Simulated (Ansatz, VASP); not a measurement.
# Mo in VASP and in Ansatz

```
CELL_PARAMETERS angstrom
2.60522 0.00000 0.00000
-1.30261 2.25619 0.00000
0.00000 0.00000 2.42977
ATOMIC_POSITIONS crystal
Mo 0.00000 0.00000 0.50000
```

Change from the starting cell: strain -0.050 along x and y, -0.025 along z, atoms carried along.

Alike in both runs: task single point; functional PBEsol; k mesh 24 × 24 × 24; occupations gaussian, width 0.15 eV; no spin polarisation.

```csv
,VASP,Ansatz
version,VASP 6.6.1,Ansatz 0.2.0
potentials or method,"VASP PAW PBE potentials, release 64 (Mo_sv)","scalar-relativistic, plane waves, PAW"
plane-wave cutoff (eV),520,420
valence electrons in the cell,14,14
```

```csv
,VASP,Ansatz,Ansatz less VASP
gap on the k mesh at the Fermi level (eV),none,none,-
pressure (GPa),38.8,37.8,-1.05
largest component of the traceless stress (GPa),9.00,9.31,+0.310
```

A gap of «none» marks a metal or a gap that the smearing closes.

Caveats: so large a pressure means that the cell lies far from this level's equilibrium, or that cutoff or potentials fall short (VASP); the potentials were made for another functional, which shifts forces and pressure (VASP).
